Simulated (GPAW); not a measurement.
# Se K ELNES/XANES of zinc-blende (ZnSe)₁₋ₓ(CdSe)ₓ at x = 1 from DFT, part 2 of 2

Aim: the Se K edge in zinc-blende (ZnSe)₁₋ₓ(CdSe)ₓ at x = 1, one member of a composition series.

GPAW 26.7.0; X-ray absorption from dipole matrix elements to empty bands, plane-wave PAW LDA.

So far. Step 2 (Ground state of the crystal): The mesh shows a gap of 0.35 eV. The excited electron is kept all the same, so that all members of the series, with or without a gap, are treated alike.

## Step 4: Spectrum with XCH, Se atom 2

The holes are 8.6 Å apart. In GPAW the data set carries the hole's charge, so charge=0 means a charged cell and charge=-1 a neutral one. The excited electron is kept in the cell, where it fills the lowest empty states and screens the hole. After the field has converged, empty bands are computed with the density fixed and the dipole matrix elements are summed.

The absorber has 4 Cd at 2.62 Å (tetrahedral).

Contents of xas.py:

```python
import numpy as np
from ase import Atoms
from ase.parallel import parprint, paropen
from gpaw import GPAW, PW, FermiDirac, Mixer, MixerDif, setup_paths
from gpaw.test import gen
setup_paths.insert(0, '.')
gen('Se', name='fch1s', xcname='LDA', corehole=(1, 0, 1), write_xml=True)
from gpaw.mpi import world
world.barrier()

atoms = Atoms('CdSeCdSeCdSeCdSeCdSeCdSeCdSeCdSe',
    cell=[[0, 6.05, 6.05],
     [6.05, 0, 6.05],
     [6.05, 6.05, 0]],
    scaled_positions=[[0, 0, 0],
     [0.125, 0.125, 0.125],
     [0, 0, 0.5],
     [0.125, 0.125, 0.625],
     [0, 0.5, 0],
     [0.125, 0.625, 0.125],
     [0, 0.5, 0.5],
     [0.125, 0.625, 0.625],
     [0.5, 0, 0],
     [0.625, 0.125, 0.125],
     [0.5, 0, 0.5],
     [0.625, 0.125, 0.625],
     [0.5, 0.5, 0],
     [0.625, 0.625, 0.125],
     [0.5, 0.5, 0.5],
     [0.625, 0.625, 0.625]],
    pbc=True)
atoms.calc = calc = GPAW(legacy_gpaw=True, mode=PW(400, force_complex_dtype=True), xc='LDA', setups={1: 'fch1s'},
    kpts={'size': (3, 3, 3), 'gamma': True}, occupations=FermiDirac(0.04),
    charge=-1, mixer=Mixer(0.1, 5, 50), maxiter=150,
    convergence={'density': 0.0001, 'eigenstates': 1e-6}, txt='scf.txt')
energy = atoms.get_potential_energy() + calc.get_reference_energy()
ef = calc.get_fermi_level()
out = dict(energy=energy, fermi=ef, forces=atoms.get_forces().tolist())
parprint(f'all-electron energy {energy:.4f} eV, Fermi level {ef:.4f} eV')
ev = np.array([[calc.get_eigenvalues(k, s) for k in range(len(calc.get_ibz_k_points()))] for s in range(calc.get_number_of_spins())])
out['homo'], out['lumo'], out['counts'] = ev[ev < ef].max(), ev[ev > ef].min(), sorted(set((ev < ef).sum((0, 2)).tolist()))
out['filled'] = (ev[:, 0] < ef).sum(1).tolist()

from ase.units import Ha
from gpaw.xas import dipole_matrix_elements
nb = int(calc.get_number_of_electrons() / 2) + 226
top, nb = nb, nb + 8 + nb // 12
nscf = calc.fixed_density(kpts={'size': (4, 4, 4), 'gamma': True}, nbands=nb,
    convergence={'bands': top, 'eigenstates': 5e-3}, maxiter=60, txt='nscf.txt')
cell = atoms.cell.array
ops = [cell.T @ U.T @ np.linalg.inv(cell.T) for U in nscf.wfs.kd.symmetry.op_scc]
filled = [72]  # bands filled in the ground state, by spin
E = np.arange(-6, 30, 0.1)
fwhm = np.interp(E, [4, 25], [2.33, 3.5])
Y, X, zero, highest = 0, 0, 1e9, 1e9
for spin in range(nscf.get_number_of_spins()):
    wfs = nscf.wfs
    mine = wfs.bd.get_slice()  # this rank's bands
    A = dipole_matrix_elements(wfs.setups[1])
    eps = np.zeros((wfs.kd.nibzkpts, nb))
    d = np.zeros((3, A.shape[1], wfs.kd.nibzkpts, nb), complex)
    for kpt in wfs.kpt_u:
        if kpt.s == spin and 1 in kpt.P_ani:
            eps[kpt.k, mine] = kpt.eps_n * Ha
            d[:, :, kpt.k, mine] = (kpt.weight * wfs.nspins / 2) ** 0.5 * np.inner(A, kpt.P_ani[1])
    world.sum(eps)
    world.sum(d)
    T = np.einsum('amkn,bmkn->abkn', d, d.conj()).real
    T = sum(np.einsum('ai,ijkn,bj->abkn', R, T, R) for R in ops) / len(ops)
    empty = np.ones_like(eps, bool) & (np.arange(nb) >= filled[spin])
    zero, highest = min(zero, eps[empty].min()), min(highest, eps[:, top - 1].min())
    lines = [(eps, T, empty)] if spin == 0 else lines + [(eps, T, empty)]
for eps, T, empty in lines:
    f = np.einsum('aakn->akn', T).reshape(3, -1)
    x = eps.ravel() - zero
    w = np.interp(x, E, fwhm) / 2.35482
    g = np.exp(-0.5 * ((E[:, None] - x) / w) ** 2) / (w * (2 * np.pi) ** 0.5)
    Y = Y + (f * empty.ravel()) @ g.T
    X = X + (f * ~empty.ravel()) @ g.T
out.update(E=E.round(2).tolist(), xas=Y.tolist(), xes=X.tolist(), zero=zero, valid=highest - zero, nk=len(eps), nb=nb)
for i in range(0, len(E), 10):
    parprint(f'{E[i]:7.2f}', *(f'{v:10.3e}' for v in Y[:, i]))
import json
with paropen('out.json', 'w') as f:
    json.dump(out, f)
```

On the command line:

```console
OMP_NUM_THREADS=1 mpirun -n 4 gpaw python xas.py
```

Numbers of over 12 decimals in the logs are rounded to 6 here.

Log:

```text
Input parameters:
  charge: -1
  convergence: {density: 0.0001,
                eigenstates: 1e-06}
  kpts: {gamma: True,
         size: (3, 3, 3)}
  maxiter: 150
  mixer: {backend: pulay,
          beta: 0.1,
          method: separate,
          nmaxold: 5,
          weight: 50}
  mode: {ecut: 400.0,
         force_complex_dtype: True,
         name: pw}
  occupations: {fixmagmom: False,
                name: fermi-dirac,
                width: 0.04}
  setups: {1: fch1s}

Initialize ...

[... PAW data sets ...]

Reference energy: -1731743.939787  # eV

Spin-paired calculation

[... convergence settings ...]
Symmetries present (total): 6
  [... symmetry matrices ...]

27 k-points: 3 x 3 x 3 Monkhorst-Pack grid
6 k-points in the irreducible part of the Brillouin zone
       k-points in crystal coordinates                weights
   0:     0.00000000    0.00000000    0.00000000          1/27
   1:     0.33333333    0.00000000   -0.33333333          6/27
   2:     0.33333333    0.00000000    0.00000000          6/27
   3:     0.33333333    0.33333333   -0.33333333          6/27
   4:     0.33333333    0.33333333    0.00000000          6/27
   5:     0.33333333    0.33333333    0.33333333          2/27

Wave functions: Plane wave expansion
  Cutoff energy: 400.000 eV
  Number of coefficients (min, max): 7991, 8080
  Pulay-stress correction: 0.000000 eV/Ang^3 (de/decut=0.000000)
  Using FFTW library
  Wavefunction extrapolation:
    Improved wavefunction reuse through dual PAW basis

Occupation numbers: Fermi-Dirac:
  width: 0.0400  # eV

Eigensolver
   Davidson(niter=2)

Densities:
  Coarse grid: 40*40*40 grid
  Fine grid: 80*80*80 grid
  Total Charge: 0.000000

Density mixing:
  Method: separate
  Backend: pulay
  Linear mixing parameter: 0.1
  old densities: 5
  Width of damping distribution: 1.1
  Damping of long wavelength oscillations: 50

[... Hamiltonian set-up ...]
Number of atoms: 16
Number of atomic orbitals: 104
Number of bands in calculation: 91
Number of valence electrons: 145
Bands to converge: occupied

... initialized

Initializing position-dependent things.

Density initialized from atomic densities
Creating initial wave functions:
  91 bands from LCAO basis set

                              Se
                     Se
                         Cd
                       Se
                Cd
             Se             Se
                  Cd
                   Se
         Cd             Cd
                     Se
              Cd
            Se
                Cd
       Cd

Atomic positions and initial magnetic moments

Positions:
   0 Cd     0.000000    0.000000    0.000000    ( 0.0000,  0.0000,  0.0000)
   1 Se     1.512500    1.512500    1.512500    ( 0.0000,  0.0000,  0.0000)
   2 Cd     3.025000    3.025000    0.000000    ( 0.0000,  0.0000,  0.0000)
   3 Se     4.537500    4.537500    1.512500    ( 0.0000,  0.0000,  0.0000)
   4 Cd     3.025000    0.000000    3.025000    ( 0.0000,  0.0000,  0.0000)
   5 Se     4.537500    1.512500    4.537500    ( 0.0000,  0.0000,  0.0000)
   6 Cd     6.050000    3.025000    3.025000    ( 0.0000,  0.0000,  0.0000)
[...]
13 Se     4.537500    4.537500    7.562500    ( 0.0000,  0.0000,  0.0000)
  14 Cd     6.050000    6.050000    6.050000    ( 0.0000,  0.0000,  0.0000)
  15 Se     7.562500    7.562500    7.562500    ( 0.0000,  0.0000,  0.0000)

Unit cell:
           periodic     x           y           z      points  spacing
  1. axis:    yes    0.000000    6.050000    6.050000    40     0.1746
  2. axis:    yes    6.050000    0.000000    6.050000    40     0.1746
  3. axis:    yes    6.050000    6.050000    0.000000    40     0.1746

  Lengths:   8.555992   8.555992   8.555992
  Angles:   60.000000  60.000000  60.000000

Effective grid spacing dv^(1/3) = 0.1906

iter:   1   -69.580976
iter:   2   -67.485568   -1.99  -1.24
iter:   3   -64.569809   -1.13  -1.30
iter:   4   -64.531045   -3.05  -1.60
iter:   5   -64.402689   -3.02  -1.62
iter:   6   -64.391480   -3.88  -2.20
iter:   7   -64.382749c  -3.66  -2.41
iter:   8   -64.382149c  -4.84  -3.08
iter:   9   -64.382146c  -4.73  -3.16
iter:  10   -64.382040c  -5.65  -3.36
iter:  11   -64.382037c  -6.25c -3.59
iter:  12   -64.382061c  -6.19c -3.66
iter:  13   -64.382027c  -6.38c -4.08c

Converged after 13 iterations.

Dipole moment: (-26.930145, -26.930145, -26.930145) |e|*Ang

Energy contributions relative to reference atoms: (reference = -1731743.939787)

Kinetic:       +167.504991
Potential:     -155.149869
External:        +0.000000
XC:             -77.627348
Entropy (-ST):   -0.018407
Local:           +0.899402
SIC:             +0.000000
--------------------------
Free energy:    -64.391231
Extrapolated:   -64.382027

Showing only first 2 kpts
 Kpt  Band  Eigenvalues  Occupancy
  0    70      3.49113    2.00000
  0    71      3.49113    2.00000
  0    72      3.67789    2.00000
  0    73      5.41848    1.77449

  1    70      2.55780    2.00000
  1    71      3.14467    2.00000
  1    72      5.92400    0.00005
[...]
Fermi level: 5.50099

No gap
No difference between direct/indirect transitions

Forces in eV/Ang:
  0 Cd   -0.53465   -0.53465   -0.53465
  1 Se    0.00000    0.00000    0.00000
  2 Cd    0.53465    0.53465   -0.53468
  3 Se   -0.00000   -0.00000    0.04987
  4 Cd    0.53465   -0.53468    0.53465
  5 Se   -0.00000    0.04987   -0.00000
  6 Cd    0.03886   -0.03883   -0.03883
[...]
13 Se   -0.00002   -0.00002   -0.04985
 14 Cd    0.03882    0.03882    0.03882
 15 Se    0.00002    0.00002    0.00002
Scalar-relativistic atomic LDA calculation for Se (Selenium, Z=34)
Core hole in 1s state (1s occupation: 1.0)
600 radial gridpoints.
|------------------------------------------------|
|------------------------------------------------|
[... the atom generator's iteration count ...]

Energy contributions:
-------------------------
Kinetic:    +1992.176532
XC:           -74.936171
Potential:  -3877.301897
-------------------------
Total:      -1960.061536

state      eigenvalue         ekin         rmax
-----------------------------------------------
1s^1.0 :  -473.814066   594.491378        0.029
2s^2.0 :   -62.777713   119.273514        0.162
2p^6.0 :   -56.419235   117.661311        0.128
3s^2.0 :    -8.945456    28.579454        0.490
3p^6.0 :    -6.765340    26.386029        0.482
3d^10.0:    -2.900021    21.587394        0.429
4s^2.0 :    -1.105925     4.504829        1.414
4p^4.0 :    -0.649487     3.202895        1.619
-----------------------------------------------
(units: Bohr and Hartree)

Generating PAW setup
Kinetic energy of the core from tauc = 1992.701230
Cutoffs:
rc(s)=1.600
rc(p)=1.900
rc(d)=1.600
rc(vbar)=1.440
rc(comp)=1.600
rc(nct)=1.900

Kinetic energy of the core states: 1970.355293
Charge: 1.0
Core electrons: 27.0
Valence electrons: 6.0
Pseudo-core charge: 0.688517
Shape function alpha=3.906
Pseudo-electron charge 7.123653
state    eigenvalue         norm
--------------------------------
4s(2) :    -1.105925     1.147115
*s    :    -0.105925
4p(4) :    -0.649487     1.035227
*p    :     0.350513
*d    :     0.000000
--------------------------------

Diagonalizing with gridspacing h=0.050

state   all-electron     PAW
-------------------------------
4s:      -1.105925    -1.106630
4p:      -0.649487    -0.650084
*d:                   -0.134651
*f:                   -0.017877
-------------------------------
all-electron energy -1731808.3218 eV, Fermi level 5.5010 eV
[...]
27.00  8.255e-08  8.255e-08  8.255e-08
  28.00  8.847e-08  8.847e-08  8.847e-08
  29.00  9.552e-08  9.552e-08  9.552e-08
```

Elapsed: 3.5 min, on 4 MPI ranks of Intel Xeon Platinum 8488C (Sapphire Rapids), shared host; peak memory 0.65 GiB; 14 min of CPU time.

The Se K spectrum, Se atom 2, excited-electron core hole (neutral cell) (energy from the bottom of the conduction band, which holds the excited electron; intensity scaled to a mean of 1 over the first 20 eV):

```
E (eV)  intensity
  -2.0       0.00
  -1.5       0.00
  -1.0       0.01
  -0.5       0.03
   0.0       0.08
   0.5       0.18
   1.0       0.35
   1.5       0.59
   2.0       0.88
   2.5       1.16
   3.0       1.38
   3.5       1.49
   4.0       1.52
   4.5       1.51
   5.0       1.51
   5.5       1.53
   6.0       1.57
   6.5       1.58
   7.0       1.52
   7.5       1.40
   8.0       1.26
   8.5       1.10
   9.0       0.94
   9.5       0.78
  10.0       0.63
  10.5       0.53
  11.0       0.50
  11.5       0.53
  12.0       0.62
  12.5       0.75
  13.0       0.89
  13.5       1.01
  14.0       1.09
  14.5       1.13
  15.0       1.13
  15.5       1.10
  16.0       1.06
  16.5       1.00
  17.0       0.94
  17.5       0.88
  18.0       0.83
  18.5       0.81
  19.0       0.81
  19.5       0.84
  20.0       0.87
  20.5       0.91
  21.0       0.94
  21.5       0.96
  22.0       0.98
  22.5       1.01
  23.0       1.03
  23.5       1.05
  24.0       1.05
  24.5       1.03
  25.0       1.01
  25.5       0.98
  26.0       0.95
  26.5       0.94
  27.0       0.95
  27.5       0.98
  28.0       1.02
  28.5       1.06
  29.0       1.10
  29.5       1.13
```

Main maxima below 29 eV (height): 6.4 eV (1.58), 14.8 eV (1.14) and 23.8 eV (1.05). A K edge sees empty p states on the absorber.

The energy difference (zero at 12672 eV) isn't read as a photon energy: for so heavy an absorber the terms left out (the hole's spin, the functional's error) amount to tens of eV or more.

## Step 5: Results

| Quantity | Value |
| --- | --- |
| absorber and edge | Se K, atom 2 of the ground-state input (counted from 1) |
| surroundings | 4 Cd at 2.62 Å (tetrahedral) |
| highest intensity below 24 eV | 6.4 eV above the zero, height 1.58 |

The Se K edge of atom 2, with 4 Cd at 2.62 Å (tetrahedral), has its highest intensity of the first 24 eV at 6.4 eV above the zero, 1.6 times the mean level of the first 20 eV (Gaussian full width 2.33 eV up to 4 eV, rising linearly to 3.5 eV at 25 eV). The script folds with a Gaussian, whereas the core hole's own line is a Lorentzian, so the onset is too steep and the first peak too high.

[Banner, clock and machine lines of the logs are left out without a mark of their own.]

[Logs are printed without paths, hosts, clocks, repeated set-up lines and the standing remarks that a program may print on its own settings, such as how far it seeks lower states.]

[Hosts, paths, dates, database ids (printed as entryN), source tags and the programs' standing remarks are cut or masked in the printed files.]

[Lists of maxima count a maximum above −3 eV only where it reaches 4 % of the highest in the window and stands out from its surroundings by 2 % of it (1.5 % where it reaches 55 %); shoulders and weaker maxima are passed over, and of the rest the first, up to two pre-edge ones and the few strongest are named.]
